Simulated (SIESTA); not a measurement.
Set up this calculation in SIESTA 5.4.2, as the native input.

| Quantity | Value |
| --- | --- |
| Task | band structure |
| Functional | PBEsol |
| Potentials or basis | PseudoDojo 0.4 standard (PBEsol files) |
| Basis | DZP (energy shift 0.003 Ry) |
| Grid cutoff | 500 Ry |
| Energy shift | 0.003 Ry |
| k mesh | 10 × 10 × 5 |
| Occupations | fermi-dirac, width 0.05 eV |
| Spin | no spin polarisation |

Crystal: SiC (Moissanite).

```
Si C
1.0
     3.07600    0.00000    0.00000
    -1.53800    2.66389    0.00000
     0.00000    0.00000    5.04800
Si C
2 2
Direct
  0.66667 0.33333 0.50000
  0.33333 0.66667 0.00000
  0.66667 0.33333 0.88500
  0.33333 0.66667 0.38500
```

The input as run:

SiC.fdf

```
SystemName                      Moissanite
SystemLabel                     SiC
NumberOfSpecies                 2
NumberOfAtoms                   4
%block ChemicalSpeciesLabel
  1  14 Si
  2   6 C
%endblock ChemicalSpeciesLabel

LatticeConstant                 1.0 Ang
%block LatticeVectors
     3.0760000000     0.0000000000     0.0000000000
    -1.5380000000     2.6638941420     0.0000000000
     0.0000000000     0.0000000000     5.0480000000
%endblock LatticeVectors
AtomicCoordinatesFormat         Fractional
%block AtomicCoordinatesAndAtomicSpecies
     0.6666666667     0.3333333333     0.5000000000  1  Si
     0.3333333333     0.6666666667     0.0000000000  1  Si
     0.6666666667     0.3333333333     0.8850000000  2  C
     0.3333333333     0.6666666667     0.3850000000  2  C
%endblock AtomicCoordinatesAndAtomicSpecies

%block kgrid.MonkhorstPack
   10   0   0  0.0
    0  10   0  0.0
    0   0   5  0.0
%endblock kgrid.MonkhorstPack
XC.Functional                   GGA
XC.Authors                      PBEsol
PAO.BasisSize                   DZP
PAO.EnergyShift                 0.003 Ry
Mesh.Cutoff                     500 Ry
OccupationFunction              FD
ElectronicTemperature           0.05 eV
MaxSCFIterations                120
SCF.MustConverge                false
SCF.Mixer.Method                Pulay
SCF.Mixer.Weight                0.25
SCF.Mixer.History               8
SCF.DM.Tolerance                5.0e-05
SCF.H.Tolerance                 1.0e-03 eV
WriteForces                     true
Charge.Mulliken                 end
BandLinesScale                  ReciprocalLatticeVectors
%block BandLines
    1    0.000000   0.000000   0.000000  \Gamma
   11    0.500000   0.000000   0.000000  M
    7    0.333333   0.333333   0.000000  K
   13    0.000000   0.000000   0.000000  \Gamma
    6    0.000000   0.000000   0.500000  A
   11    0.500000   0.000000   0.500000  L
    7    0.333333   0.333333   0.500000  H
   13    0.000000   0.000000   0.500000  A
    1    0.500000   0.000000   0.500000  L
    6    0.500000   0.000000   0.000000  M
    1    0.333333   0.333333   0.000000  K
    6    0.333333   0.333333   0.500000  H
%endblock BandLines
```

Potentials or basis: PseudoDojo 0.4 standard (PBEsol files), DZP (energy shift 0.003 Ry).

Command:

```console
$ siesta < SiC.fdf > SiC.out 2>&1
```

Results of the run:

```
Pressure                : 3.4 GPa
Largest force           : 0.834 eV/Å
Band gap on the k mesh  : 2.28 eV, indirect (least direct gap 3.95 eV)
Band gap along the path : 2.12 eV, indirect (least direct gap 3.95 eV)
```

Caveat: the mesh misses the band edges, which the band path finds closer together; the basis of atomic orbitals isn't converged, which shifts pressures, moduli and gaps.

Run time: 69 s on 1 thread of Arm Neoverse V1 (shared host), peak memory 0.27 GiB.
